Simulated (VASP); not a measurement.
# TePb (Fm-3m) in VASP: settings compared

The runs below take TePb through single point, with PBE-based screened hybrid with 35 % exact exchange, PBE-based screened hybrid with 10 % exact exchange.

Everything below comes from runs of VASP 6.6.1. Logs are shortened: lines on timing, memory, paths and dates and some standing lists are left out, and cuts for length are marked.

**The experiment to reproduce.**

A printed reference work, monograph reports, for a bulk crystal of TePb at 4.2 K: band gap 0.19 eV (direct).

The runs below are set against these values where they give the same quantity.

**1. The cell of the first run**

It takes space group Fm-3m (No. 225, cubic). The conventional cell has a = 6.536 Å, b = 6.536 Å, c = 6.536 Å, α = 90.00°, β = 90.00°, γ = 90.00°. Within 4.3 Å of Te (site symmetry m-3m) lie 6 Pb at 3.27 Å. Within 4.3 Å of Pb (site symmetry m-3m) lie 6 Te at 3.27 Å.

**2. Single point, PBE-based screened hybrid with 35 % exact exchange**

The input, POSCAR:

```
TePb
1.0
    0.0000000000      3.2678555508      3.2678555508
    3.2678555508      0.0000000000      3.2678555508
    3.2678555508      3.2678555508      0.0000000000
Te Pb
1 1
Direct
    0.5000000000      0.5000000000      0.5000000000
    0.0000000000      0.0000000000      0.0000000000
```

The input, INCAR.step1:

```
SYSTEM = TePb
PREC = Accurate ; ENCUT = 520
EDIFF = 1E-5 ; ISMEAR = 0
SIGMA = 0.01 ; LREAL = .FALSE.
LASPH = .TRUE. ; NELM = 60
ALGO = Normal ; ISIF = 2
LWAVE = .TRUE. ; NBANDS = 17
GGA = PE
```

The input, INCAR.step2:

```
SYSTEM = TePb
PREC = Accurate ; ENCUT = 520
EDIFF = 1E-6 ; ISMEAR = 0
SIGMA = 0.01 ; LREAL = .FALSE.
LASPH = .TRUE. ; NELM = 60
ALGO = Normal ; ISIF = 2
LWAVE = .FALSE. ; LCHARG = .TRUE.
GGA = PE ; LHFCALC = .TRUE.
AEXX = 0.35 ; HFSCREEN = 0.5
PRECFOCK = Normal ; LELF = .TRUE.
LVHAR = .TRUE. ; NBANDS = 17
ISTART = 1
```

The input, KPOINTS:

```
Automatic mesh
0
G
  4 4 4
  0 0 0
```

Potentials or basis: VASP PAW PBE potentials, release 64 (Te, Pb_d).

Run with:

```sh
> cat potpaw_PBE.64/Te/POTCAR potpaw_PBE.64/Pb_d/POTCAR > POTCAR
> cp INCAR.step1 INCAR
> mpirun -np 1 vasp_std > vasp.out
> cp INCAR.step2 INCAR
> mpirun -np 1 vasp_std > vasp.out
```

OUTCAR:

```text
SYSTEM = TePb
   PREC = Accurate
   ENCUT = 520
   EDIFF = 1E-6
   ISMEAR = 0
   LREAL = .FALSE.
   LASPH = .TRUE.
   NELM = 60
   ISIF = 2
   GGA = PE
   LHFCALC = .TRUE.
   AEXX = 0.35
   HFSCREEN = 0.5
   PRECFOCK = Normal
   ISTART = 1

 ion  position               nearest neighbor table
   1  0.500  0.500  0.500-   2 3.27   2 3.27   2 3.27   2 3.27   2 3.27   2 3.27
   2  0.000  0.000  0.000-   1 3.27   1 3.27   1 3.27   1 3.27   1 3.27   1 3.27

  LATTYP: Found a face centered cubic cell.
 ALAT       =     6.5357111016

  Lattice vectors:

 A1 = (   0.0000000000,   3.2678555508,   3.2678555508)
 A2 = (   3.2678555508,   0.0000000000,   3.2678555508)
 A3 = (   3.2678555508,   3.2678555508,   0.0000000000)

Analysis of symmetry for initial positions (statically):
=====================================================================
 Subroutine PRICEL returns:
 Original cell was already a primitive cell.

 Routine SETGRP: Setting up the symmetry group for a
 face centered cubic supercell.

 Subroutine GETGRP returns: Found 48 space group operations
 (whereof 48 operations were pure point group operations)
 out of a pool of 48 trial point group operations.

The static configuration has the point symmetry O_h .

Analysis of symmetry for dynamics (positions and initial velocities):
=====================================================================
 Subroutine PRICEL returns:
 Original cell was already a primitive cell.

 Routine SETGRP: Setting up the symmetry group for a
 face centered cubic supercell.

 Subroutine GETGRP returns: Found 48 space group operations
 (whereof 48 operations were pure point group operations)
 out of a pool of 48 trial point group operations.

The dynamic configuration has the point symmetry O_h .

 Subroutine INISYM returns: Found 48 space group operations
 (whereof 48 operations are pure point group operations),
 and found     1 'primitive' translations

----------------------------------------------------------------------------------------

                                     Primitive cell

  volume of cell :      69.7941

  direct lattice vectors                    reciprocal lattice vectors
     0.000000000  3.267855551  3.267855551    -0.153005539  0.153005539  0.153005539
     3.267855551  0.000000000  3.267855551     0.153005539 -0.153005539  0.153005539
     3.267855551  3.267855551  0.000000000     0.153005539  0.153005539 -0.153005539

  length of vectors
     4.621445640  4.621445640  4.621445640     0.265013367  0.265013367  0.265013367

  position of ions in fractional coordinates (direct lattice)
     0.500000000  0.500000000  0.500000000
     0.000000000  0.000000000  0.000000000

  ion indices of the primitive-cell ions
   primitive index   ion index
                 1           1
                 2           2

----------------------------------------------------------------------------------------

 KPOINTS: Automatic mesh

Automatic generation of k-mesh.
 Grid dimensions read from file:
 generate k-points for:    4    4    4

 Generating k-lattice:

  Cartesian coordinates                     Fractional coordinates (reciprocal lattice)
    -0.038251385  0.038251385  0.038251385     0.250000000  0.000000000  0.000000000
     0.038251385 -0.038251385  0.038251385     0.000000000  0.250000000  0.000000000
     0.038251385  0.038251385 -0.038251385     0.000000000  0.000000000  0.250000000

  Length of vectors
     0.066253342  0.066253342  0.066253342

  Shift w.r.t. Gamma in fractional coordinates (k-lattice)
     0.000000000  0.000000000  0.000000000

 Subroutine IBZKPT returns following result:
 ===========================================

 Found      8 irreducible k-points:

 Following reciprocal coordinates:
            Coordinates               Weight
  0.000000  0.000000  0.000000      1.000000
  0.250000  0.000000  0.000000      8.000000
  0.500000  0.000000  0.000000      4.000000
  0.250000  0.250000  0.000000      6.000000
  0.500000  0.250000  0.000000     24.000000
 -0.250000  0.250000  0.000000     12.000000
  0.500000  0.500000  0.000000      3.000000
 -0.250000  0.500000  0.250000      6.000000
   k-points           NKPTS =      8   k-points in BZ     NKDIM =     64   number of bands    NBANDS=     17
   number of dos      NEDOS =    301   number of ions     NIONS =      2
   total plane-waves  NPLWV =  46656
   dimension x,y,z NGX =    36 NGY =   36 NGZ =   36
   dimension x,y,z NGXF=    72 NGYF=   72 NGZF=   72
   ions per type =               1   1
   NGX,Y,Z   is equivalent  to a cutoff of  12.95, 12.95, 12.95 a.u.
   NGXF,Y,Z  is equivalent  to a cutoff of  25.90, 25.90, 25.90 a.u.
 SYSTEM =  TePb
   PREC   = accura    normal or accurate (medium, high low for compatibility)
   ISTART =      1    job   : 0-new  1-cont  2-samecut
   ICHARG =      0    charge: 1-file 2-atom 10-const
   ISPIN  =      1    spin polarized calculation?
   LNONCOLLINEAR =      F non collinear calculations
   LSORBIT =      F    spin-orbit coupling
   LASPH  =      T    aspherical Exc in radial PAW
   ENCUT  =  520.0 eV  38.22 Ry    6.18 a.u.   8.59  8.59  8.59*2*pi/ulx,y,z
   NELM   =     60;   NELMIN=  2; NELMDL=  0     # of ELM steps
   EDIFF  = 0.1E-05   stopping-criterion for ELM
   LREAL  =      F    real-space projection
   EDIFFG = 0.1E-04   stopping-criterion for IOM
   NSW    =      0    number of steps for IOM
   IBRION =     -1    ionic relax: 0-MD 1-quasi-New 2-CG
   NFREE  =      0    steps in history (QN), initial steepest desc. (CG)
   ISIF   =      2    stress and relaxation
   ISYM   =      3    0-nonsym 1-usesym 2-fastsym
   POTIM  = 0.5000    time-step for ionic-motion
   TEBEG  =    0.0;   TEEND  =   0.0 temperature during run
   PSTRESS=    0.0 pullay stress
   NELECT =      20.0000    total number of electrons
   NUPDOWN=      -1.0000    fix difference up-down
   EMIN   =  10.00;   EMAX   =-10.00  energy-range for DOS
   EFERMI =   0.00;   METHOD = LEGACY
   ISMEAR =     0;   SIGMA  =   0.01  broadening in eV -4-tet -1-fermi 0-gaus
   EFERMI_NEDOS =   21; number of points for ismear=-14 and -15
   IALGO  =     38    algorithm
   IMIX   =      1    mixing-type and parameters
     AMIX     =   0.40;   BMIX     =  1.00
     AMIX_MAG =   1.60;   BMIX_MAG =  1.00
  volume/ion in A,a.u.               =      34.90       235.50
  Fermi-wavevector in a.u.,A,eV,Ry     =   1.079308  2.039596 15.849499  1.164905
  Thomas-Fermi vector in A             =   2.215269
   LORBIT       =      0    0 simple, 1 ext, 2 COOP (PROOUT), +10 PAW based schemes
   GGA     = PE    functional components
   LHFCALC =     T    Hartree Fock is set to
   PRECFOCK=normal    Normal, Fast or Accurate (Low or Medium for compatibility)
   ENCUT4O =  -1.0   cutoff for four orbital integrals eV
   NKREDX  =     1    reduce k-point grid by
   NKREDY  =     1    reduce k-point grid by
   NKREDZ  =     1    reduce k-point grid by
   AEXX    =    0.3500 exact exchange contribution
   HFSCREEN=    0.5000 screening length (either q_TF or 0.3 A-1)
   HFSCREENC=   0.5000 screening length for correlation (either q_TF or 0.3 A-1)
   ENCUTFOCK=  -1.0 apply spherical cutoff to Coloumb kernel
   IVDW    =     0    specifies the selected vdW correction
   LEPSILON=     F    determine dielectric tensor
   LRPA    =     F    only Hartree local field effects (RPA)
 non-spin polarized calculation
 Gauss-broadening in eV      SIGMA  =   0.01
  energy-cutoff  :      520.00
  volume of cell :       69.79
 maximum number of plane-waves:      1893
 NGX is ok and might be reduce to    36
  NGX = 28; NGY = 28; NGZ = 28

 number of electron      20.0000002 magnetization

 Free energy of the ion-electron system (eV)
  ---------------------------------------------------
  ext. energy  EPLUGINS =         0.00000000
  ---------------------------------------------------
  free energy    TOTEN  =        -8.53613613 eV

  energy without entropy =       -8.53613613  energy(sigma->0) =       -8.53613613

 E-fermi :   5.0663     XC(G=0):  -7.5820

 val. band max:        5.0220955125   @ k =   0.5000   0.0000   0.0000
 cond. band min:       5.9670969625   @ k =   0.5000   0.0000   0.0000
 fundamental gap:      0.9450014499
 Fermi energy:         5.0662768064

 k-point     1 :       0.0000    0.0000    0.0000
  band No.  band energies     occupation
      1     -13.6369      2.00000
      2     -13.6369      2.00000
      3     -13.6190      2.00000
      4     -13.6190      2.00000
      5     -13.6190      2.00000
      6      -7.7739      2.00000
      7      -0.9249      2.00000
      8       3.6181      2.00000
      9       3.6181      2.00000
     10       3.6181      2.00000
     11       9.4567      0.00000
     12       9.4567      0.00000
     13       9.4567      0.00000
     14      11.1977      0.00000
     15      11.1977      0.00000
     16      11.1977      0.00000
     17      12.8412      0.00000

 k-point     2 :       0.2500    0.0000    0.0000
  band No.  band energies     occupation
      1     -13.6427      2.00000
      2     -13.6427      2.00000
      3     -13.6177      2.00000
      4     -13.6126      2.00000
      5     -13.6126      2.00000
      6      -7.2363      2.00000
      7      -2.3718      2.00000
      8       3.7760      2.00000
      9       3.7760      2.00000
     10       4.3415      2.00000
     11       7.3922      0.00000
     12       7.7576      0.00000
     13       7.7576      0.00000
     14      11.3746      0.00000
     15      12.3246      0.00000
     16      12.3246      0.00000
     17      15.6911      0.00000

 k-point     3 :       0.5000    0.0000    0.0000
  band No.  band energies     occupation
      1     -13.6493      2.00000
      2     -13.6493      2.00000
      3     -13.6166      2.00000
      4     -13.6054      2.00000
      5     -13.6054      2.00000
      6      -6.3327      2.00000
      7      -3.9497      2.00000
      8       4.0487      2.00000
      9       4.0487      2.00000
     10       5.0221      2.00000
     11       5.9671      0.00000
     12       6.5608      0.00000
     13       6.5608      0.00000
     14      13.8353      0.00000
     15      14.6760      0.00000
     16      14.7715      0.00000
     17      14.7715      0.00000

 k-point     4 :       0.2500    0.2500    0.0000
  band No.  band energies     occupation
      1     -13.6586      2.00000
      2     -13.6322      2.00000
      3     -13.6228      2.00000
      4     -13.6086      2.00000
      5     -13.6086      2.00000
      6      -7.0714      2.00000
      7      -2.2056      2.00000
      8       2.8031      2.00000
      9       2.8031      2.00000
     10       3.6106      2.00000
     11       7.8096      0.00000
     12       9.4442      0.00000
     13       9.8717      0.00000
     14       9.8717      0.00000
     15      13.7876      0.00000
     16      13.9053      0.00000
     17      13.9061      0.00000

 k-point     5 :       0.5000    0.2500    0.0000
  band No.  band energies     occupation
      1     -13.6680      2.00000
      2     -13.6379      2.00000
      3     -13.6189      2.00000
      4     -13.6052      2.00000
      5     -13.6021      2.00000
      6      -6.2334      2.00000
      7      -3.3526      2.00000
      8       1.7712      2.00000
      9       2.8331      2.00000
     10       3.1109      2.00000
     11       8.4512      0.00000
     12       8.7281      0.00000
     13       9.8291      0.00000
     14      10.5945      0.00000
     15      14.6451      0.00000
     16      15.2024      0.00000
     17      15.9814      0.00000

 k-point     6 :      -0.2500    0.2500    0.0000
  band No.  band energies     occupation
      1     -13.6526      2.00000
      2     -13.6465      2.00000
      3     -13.6133      2.00000
      4     -13.6092      2.00000
      5     -13.6079      2.00000
      6      -6.5020      2.00000
      7      -3.2847      2.00000
      8       1.8585      2.00000
      9       3.8782      2.00000
     10       4.4104      2.00000
     11       6.8838      0.00000
     12       7.0545      0.00000
     13      10.0223      0.00000
     14      12.3024      0.00000
     15      12.6991      0.00000
     16      14.0457      0.00000
     17      14.8142      0.00000

 k-point     7 :       0.5000    0.5000    0.0000
  band No.  band energies     occupation
      1     -13.6884      2.00000
      2     -13.6276      2.00000
      3     -13.6268      2.00000
      4     -13.5975      2.00000
      5     -13.5975      2.00000
      6      -6.0891      2.00000
      7      -2.6203      2.00000
      8       0.4226      2.00000
      9       2.1477      2.00000
     10       2.1477      2.00000
     11       8.6563      0.00000
     12      10.8582      0.00000
     13      10.8582      0.00000
     14      12.0940      0.00000
     15      15.5326      0.00000
     16      16.1639      0.00000
     17      16.6018      0.00000

 k-point     8 :      -0.2500    0.5000    0.2500
  band No.  band energies     occupation
      1     -13.6732      2.00000
      2     -13.6388      2.00000
      3     -13.6126      2.00000
      4     -13.6126      2.00000
      5     -13.5976      2.00000
      6      -5.9438      2.00000
      7      -3.3107      2.00000
      8       1.1513      2.00000
      9       1.1513      2.00000
     10       4.6102      2.00000
     11       6.9397      0.00000
     12      10.6001      0.00000
     13      10.6001      0.00000
     14      12.2734      0.00000
     15      12.2734      0.00000
     16      16.4212      0.00000
     17      16.5116      0.00000

------------------------ aborting loop because EDIFF is reached ----------------------------------------

  FORCE on cell =-STRESS in cart. coord.  units (eV):
  Direction    XX          YY          ZZ          XY          YZ          ZX
  --------------------------------------------------------------------------------------
  -------------------------------------------------------------------------------------
  Total       -0.1890352     -0.1890352     -0.1890352      0.0000000     -0.0000000      0.0000000
  in kB       -4.3394504     -4.3394504     -4.3394504      0.0000000     -0.0000000      0.0000000
  external PRESSURE =      -4.3394504 kB  Pullay stress =       0.0000000 kB

 VOLUME and BASIS-vectors are now :
 -----------------------------------------------------------------------------
  energy-cutoff  :      520.00
  volume of cell :       69.79
      direct lattice vectors                 reciprocal lattice vectors
     0.000000000  3.267855551  3.267855551    -0.153005539  0.153005539  0.153005539
     3.267855551  0.000000000  3.267855551     0.153005539 -0.153005539  0.153005539
     3.267855551  3.267855551  0.000000000     0.153005539  0.153005539 -0.153005539

 POSITION                                       TOTAL-FORCE (eV/Angst)
 -----------------------------------------------------------------------------------
      3.26786      3.26786      3.26786        -0.000000     -0.000000     -0.000000
      0.00000      0.00000      0.00000         0.000000      0.000000      0.000000
 -----------------------------------------------------------------------------------
    total drift:                                0.000001      0.000000     -0.000002

  FREE ENERGIE OF THE ION-ELECTRON SYSTEM (eV)
  ---------------------------------------------------
  free  energy   TOTEN  =        -8.5361361254 eV

  energy  without entropy=       -8.5361361254  energy(sigma->0) =       -8.53613613
```

It took 12 min on 1 thread of Intel Xeon Platinum 8375C at 2.90GHz (Ice Lake), shared host; peak memory 0.32 GiB.

Results:

- Free energy: -8.5361 eV
- Pressure: -0.4 GPa
- Band gap on the k mesh: 0.94 eV

Levels at points of the mesh, in eV from the valence-band top:
```
           k point  band 6  band 7  band 8  band 9  band 10  band 11  band 12  band 13  band 14  band 15
(0.00, 0.00, 0.00)  -12.80   -5.95   -1.40   -1.40    -1.40     4.43     4.43     4.43     6.18     6.18
(0.50, 0.00, 0.00)  -11.35   -8.97   -0.97   -0.97     0.00     0.95     1.54     1.54     8.81     9.65
(0.50, 0.50, 0.00)  -11.11   -7.64   -4.60   -2.87    -2.87     3.63     5.84     5.84     7.07    10.51
```

Caveat: the PAW data sets were made with another functional, which shifts forces and pressure a little; spin-orbit coupling is left out, which moves the levels of the heavy elements.

**3. Single point, PBE-based screened hybrid with 10 % exact exchange**

POSCAR is that of step 2.

The input, INCAR.step1:

```
SYSTEM = TePb
PREC = Accurate ; ENCUT = 520
EDIFF = 1E-5 ; ISMEAR = 0
SIGMA = 0.01 ; LREAL = .False.
LASPH = .True. ; NELM = 60
ALGO = Normal ; ISIF = 2
LWAVE = .True. ; LCHARG = .False.
NBANDS = 17 ; GGA = PE
```

The input, INCAR.step2:

```
SYSTEM = TePb
PREC = Accurate ; ENCUT = 520
EDIFF = 1E-6 ; ISMEAR = 0
SIGMA = 0.01 ; LREAL = .False.
LASPH = .True. ; NELM = 60
ALGO = Normal ; ISIF = 2
LWAVE = .False. ; LCHARG = .False.
GGA = PE ; LHFCALC = .True.
AEXX = 0.1 ; HFSCREEN = 0.3
PRECFOCK = Normal ; NBANDS = 17
ISTART = 1
```

The input, KPOINTS:

```
regular mesh
0
Gamma
  4 4 4
  0 0 0
```

Potentials or basis: VASP PAW PBE potentials, release 64 (Te, Pb_d).

Run with:

```sh
> cat potpaw_PBE.64/Te/POTCAR potpaw_PBE.64/Pb_d/POTCAR > POTCAR
> cp INCAR.step1 INCAR
> mpirun -np 1 vasp_std > vasp.out
> cp INCAR.step2 INCAR
> mpirun -np 1 vasp_std > vasp.out
```

Run time: 9.1 min. Hardware: 1 thread of Intel Xeon Platinum 8375C at 2.90GHz (Ice Lake), shared host; peak memory 0.32 GiB.

Results (log left out):

- Free energy: -7.9439 eV
- Pressure: 0.2 GPa
- Band gap on the k mesh: 0.90 eV

Levels at points of the mesh, in eV from the valence-band top:
| k point | band 6 | band 7 | band 8 | band 9 | band 10 | band 11 | band 12 | band 13 | band 14 | band 15 |
| --- | --- | --- | --- | --- | --- | --- | --- | --- | --- | --- |
| (0.00, 0.00, 0.00) | -12.18 | -5.79 | -1.29 | -1.29 | -1.29 | 4.24 | 4.24 | 4.24 | 6.04 | 6.04 |
| (0.50, 0.00, 0.00) | -10.78 | -8.68 | -0.85 | -0.85 | 0.00 | 0.90 | 1.46 | 1.46 | 8.58 | 9.41 |
| (0.50, 0.50, 0.00) | -10.55 | -7.43 | -4.41 | -2.72 | -2.72 | 3.56 | 5.60 | 5.60 | 6.79 | 10.28 |

Caveat: the PAW data sets were made with another functional, which shifts forces and pressure a little; spin-orbit coupling is left out, which moves the levels of the heavy elements.

**4. Comparison with measurements**

Step 2. Against the measured gap of TePb, 0.19 eV (direct; 4.2 K; a printed reference work, monograph), the calculated 0.94 eV is off by +0.75 eV. Spin-orbit coupling on Pb, Te is left out. The value is that of PBE-based screened hybrid with 35 % exact exchange on a finite k mesh, which can miss the band edges, without temperature or zero-point motion.

Step 3. Against the measured gap of TePb, 0.19 eV (direct; 4.2 K; a printed reference work, monograph), the calculated 0.90 eV is off by +0.71 eV. Spin-orbit coupling on Pb, Te is left out. The value is that of PBE-based screened hybrid with 10 % exact exchange on a finite k mesh, which can miss the band edges, without temperature or zero-point motion.
